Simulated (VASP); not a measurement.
Input of a VASP 6.6.1 run:

File INCAR:

```
SYSTEM = Si
  PREC = Accurate
  ENCUT = 600
  EDIFF = 1E-7
  ISMEAR = 0
  SIGMA = 0.03
  LREAL = .False.
  LASPH = .True.
  NELM = 80
  ALGO = Normal
  ISIF = 3
  LWAVE = .False.
  LCHARG = .False.
  GGA = PE
  IBRION = 2
  NSW = 90
  EDIFFG = -0.005
```

KPOINTS

```
Automatic mesh
0
Gamma
  12 12 12
  0 0 0
```

File POSCAR:

```
Si                                      
1.0
    0.0000000000      2.7343000012      2.7343000012
    2.7343000012     -0.0000000000      2.7343000012
    2.7343000012      2.7343000012      0.0000000000
  Si            
     2
Direct
     0.7500000000000000    0.7500000000000000    0.7500000000000000
     0.5000000000000000    0.5000000000000000    0.5000000000000000
```

Potentials or basis: VASP PAW PBE potentials, release 64 (Si).

Launch:

```sh
$ cat potpaw_PBE.64/Si/POTCAR > POTCAR
$ mpirun -np 1 vasp_std > vasp.out
```

Q: Estimate the band gap on the k mesh.

A: 0.61 eV, indirect (least direct gap 2.56 eV).

Final structure:
```yaml
crystal:
  lattice:
    - [0.00000, 2.73430, 2.73430]
    - [2.73430, 0.00000, 2.73430]
    - [2.73430, 2.73430, 0.00000]
  atoms:
    - { symbol: Si, position: [0.75000, 0.75000, 0.75000] }
    - { symbol: Si, position: [0.50000, 0.50000, 0.50000] }
```

Caveat: the relaxation stopped at its first step, so nothing moved. A k mesh can miss the band edges.
